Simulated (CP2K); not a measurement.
Runs of CP2K 2026.2 on GaP. It takes space group F-43m (No. 216, cubic). Conventional cell: a = 5.451 Å, b = 5.451 Å, c = 5.451 Å, α = 90.00°, β = 90.00°, γ = 90.00°. Around Ga (site symmetry -43m) lie 4 P at 2.36 Å. P (site symmetry -43m) has 4 Ga at 2.36 Å as nearest neighbours. 

```csv
level,cutoff of the non-local correlation (Ry),gap on the mesh (eV),pressure (GPa)
LDA,-,1.45,-1.0
rev-vdW-DF2,300,1.59,2.3
AM05,-,1.57,0.5
PBEsol,-,(b),0.3
optB88-vdW,300,1.63,(a)
```

Alike in all rows: task band structure; potentials or basis POTENTIAL_UZH Ga GTH-PBE-q13, P GTH-PBE-q5; TZVP-MOLOPT-PBE-GTH basis; no spin polarisation; cell as given; k mesh 8 × 8 × 8; smearing fermi-dirac 0.05 eV.

Problem. Estimate the missing entries.

Solution. (a) 3.2; (b) 1.51.

Caveats: the potentials were made for another functional, which shifts forces and pressure; the basis of atomic orbitals isn't converged, which shifts pressures, moduli and gaps.

A k mesh can miss the band edges, and the runs leave out spin-orbit coupling on Ga.
